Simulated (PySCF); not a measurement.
# C8H6: the cost of one run

Computed with PySCF 2.14.0 and routines of our own; the level stands in each step. Atoms count from 0.

## 1. The system as given

14 atoms, charge 0, multiplicity 1; geometry from: GFN2-xTB.

## 2. Optimising the geometry at B3LYP/def2-SVP

Job settings and geometry (Å):

```
{"job": {"xc": "B3LYP", "basis": "def2-SVP", "grid": 1, "kind": "geom"}, "charge": 0, "multiplicity": 1}
C      2.207096     1.885720     1.640080
C      1.413064     1.207935     1.047423
C      0.475544     0.407163     0.350370
C     -0.045130     0.836748    -0.870157
C     -0.958321     0.049805    -1.545424
C     -1.361344    -1.164818    -1.013631
C     -0.847849    -1.593829     0.199818
C      0.067693    -0.816043     0.882216
H      2.901135     2.478157     2.158022
H      0.271195     1.785709    -1.278920
H     -1.358373     0.385052    -2.491363
H     -2.075617    -1.776534    -1.544493
H     -1.163065    -2.539580     0.616122
H      0.473294    -1.145959     1.827772
```

Launch:

```
$ OMP_NUM_THREADS=1 python excited_run.py task.json out
```

This one command runs all jobs of the session in turn.

Q: Estimate the wall time and peak memory of this first job on 1 thread of Arm Neoverse V2, shared host.

About 17 s, with a peak of 0.62 GiB.
